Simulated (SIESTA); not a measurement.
**AgCl (Chlorargyrite) in SIESTA: the effect of functional**

Crystal: AgCl (Chlorargyrite).

```xyz
2
Lattice="0.0000 2.7350 2.7350 2.7350 0.0000 2.7350 2.7350 2.7350 0.0000" Properties=species:S:1:pos:R:3 pbc="T T T"
Ag    0.0000    0.0000    0.0000
Cl    2.7350    2.7350    2.7350
```

Alike in all runs:

```yaml
Program: SIESTA 5.4.2
Task: band structure
Basis: DZP (energy shift 0.003 Ry; two zetas on semicore shells)
Grid_cutoff: 800 Ry
Energy_shift: 0.003 Ry
k_mesh: 8 × 8 × 8
Occupations: fermi-dirac, width 0.05 eV
Spin: no spin polarisation
```

Question: One run gave: gap on the mesh 1.25 eV; pressure 8.7 GPa. Which functional did it use?
A. AM05
B. vdW-DF-cx
C. BLYP

Answer: C.

```tsv
functional	potentials or basis	gap on the mesh (eV)	pressure (GPa)
AM05	PseudoDojo 0.4 standard (PBEsol files)	1.05	0.7
BLYP	PseudoDojo 0.4 standard (PBE files)	1.25	8.7
vdW-DF-cx	PseudoDojo 0.4 standard (PBE files)	1.04	0.6
```

Caveats: short orbitals over semicore shells can move pressures by several GPa; the potentials were made for another functional, which shifts forces and pressure; the basis of atomic orbitals isn't converged, which shifts pressures, moduli and gaps.

